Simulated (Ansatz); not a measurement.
Electric field gradients in Te₄Mo₃

The cell is a Materials Project structure (computed, not necessarily an observed phase), atoms as given.

```cif
data_Te4Mo3
_symmetry_space_group_name_H-M 'R-3:H'
_symmetry_Int_Tables_number 148
_cell_length_a 10.3584
_cell_length_b 10.3584
_cell_length_c 11.9471
_cell_angle_alpha 90.000
_cell_angle_beta 90.000
_cell_angle_gamma 120.000
loop_
_atom_site_label
_atom_site_type_symbol
_atom_site_symmetry_multiplicity
_atom_site_Wyckoff_symbol
_atom_site_fract_x
_atom_site_fract_y
_atom_site_fract_z
Te1 Te 6 c 0.0000 0.0000 0.2841
Te3 Te 18 f 0.3038 0.3418 0.5798
Mo Mo 18 f 0.5248 0.3471 0.4282
```

One atom of each set is listed; the run and its k-mesh use a cell of 14 atoms with edges of 7.19, 7.19, 7.19 Å.

Method: Kohn–Sham DFT in Ansatz, r2SCAN, plane waves and PAW (field gradients read without the response of the frozen cores, which leaves them typically 4 to 6 % off), scalar-relativistic, 500 eV cutoff, Γ-centred 5×5×5 k-points, Fermi–Dirac smearing 0.05 eV.

V_zz is the principal component of the electric field gradient with the largest magnitude, η = (V_xx − V_yy)/V_zz and C_Q = eQV_zz/h.

97Mo: I = 5/2, Q = 255.0 mb. Quadrupole moments are those of Pyykkö's year-2017 table.

```json
{"site": "Te1", "atoms": "2", "first shell": "3 Mo at 2.74 Å", "V_xx, V_yy, V_zz (10²¹ V/m²)": "4.22, 4.22, -8.44", "η": "0.00", "C_Q (MHz)": "–"}
{"site": "Te3", "atoms": "6", "first shell": "4 Mo at 2.74–2.90 Å", "V_xx, V_yy, V_zz (10²¹ V/m²)": "-1.50, -10.21, 11.71", "η": "0.74", "C_Q (MHz)": "–"}
{"site": "Mo", "atoms": "6", "first shell": "4 Mo at 2.68–2.74 Å, 5 Te at 2.74–2.90 Å", "V_xx, V_yy, V_zz (10²¹ V/m²)": "-0.80, -1.78, 2.59", "η": "0.38", "C_Q (MHz)": "15.9"}
```

An axis of threefold or higher order runs through Te1, so V_zz lies along it and η is zero.

Te has no stable isotope with a ground-state quadrupole moment in the table, so no C_Q is given.

With no gap above 0.1 eV, as in a metal, the gradients converge slowly in k; expect changes of a tenth or more on a denser mesh. Without spin–orbit coupling the gradients at and beside Te can be off by some per cent, at some sites by more.
